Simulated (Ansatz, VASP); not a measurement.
## Y: VASP beside Ansatz

```
Y
1.0
     3.64740    0.00000    0.00000
    -1.82370    3.15874    0.00000
     0.00000    0.00000    5.73060
Y
2
Direct
  0.66667 0.33333 0.75000
  0.33333 0.66667 0.25000
```

Alike in both runs: task single point; functional PBE; k mesh 8 × 8 × 5; occupations fermi-dirac, width 0.05 eV; no spin polarisation.

|  | VASP | Ansatz |
| --- | --- | --- |
| version | VASP 6.6.1 | Ansatz 0.2.0 |
| potentials or method | VASP PAW PBE potentials, release 64 (Y_sv), cutoff 520 eV | all-electron LAPW, scalar-relativistic |

|  | VASP | Ansatz | Ansatz less VASP |
| --- | --- | --- | --- |
| gap on the k mesh at the Fermi level (eV) | none | none | - |
| pressure (GPa) | -0.2 | -0.1 | +0.11 |
| largest component of the traceless stress (GPa) | 0.28 | 0.28 | +0.002 |

A gap of «none» marks a metal or a gap that the smearing closes. Ansatz ran all-electron here, so the differences hold the error of VASP's frozen core and of both bases.
